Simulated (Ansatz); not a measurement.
Results of PBEsol (plane waves, PAW; Ansatz, an electronic-structure program) for α-quartz-type GeO2 (metastable phase).

Settings: plane-wave cutoff 520 eV, 12×12×6 k mesh (along the axes of the cell as run), Fermi–Dirac smearing 0.01 eV, scalar-relativistic PAW data made under PBE.

Cell (relaxed at this level):

```xyz
9
Lattice="2.4950 -4.3214 0.0000 2.4950 4.3214 0.0000 0.0000 0.0000 5.6919" Properties=species:S:1:pos:R:3 pbc="T T T"
Ge     1.1256     1.9497     1.8973
Ge     2.7387     0.0000     0.0000
Ge     1.1256    -1.9497     3.7946
O      1.7438     0.3865     1.3984
O      3.7833     1.3170     5.1930
O      1.9578    -2.6180     2.3962
O      3.7833    -1.3170     0.4989
O      1.7438    -0.3865     4.2935
O      1.9578     2.6180     3.2957
```

What does this level give for the bulk modulus, band gap, smallest direct gap on the k points sampled and pressure derivative B′ of the bulk modulus?


* **bulk modulus**: 36.2 GPa
* **band gap**: 3.36 eV (indirect)
* **smallest direct gap on the k points sampled**: 3.42 eV
* **pressure derivative B′ of the bulk modulus**: 3.2

Measured, for comparison: bulk modulus 42 GPa (room temperature, no zero-point or thermal correction, from measured elastic constants; as tabulated in Sevik and Bulutay (2007), arXiv:cond-mat/0610176). Computed (rounded) less measured: bulk modulus -14 %.

Note: the bulk modulus comes from volumes at which shape and atoms were relaxed.

Spin–orbit coupling is not included.

Computed values are for the static lattice.

Cost on a shared machine: around 27 core-minutes (rough).
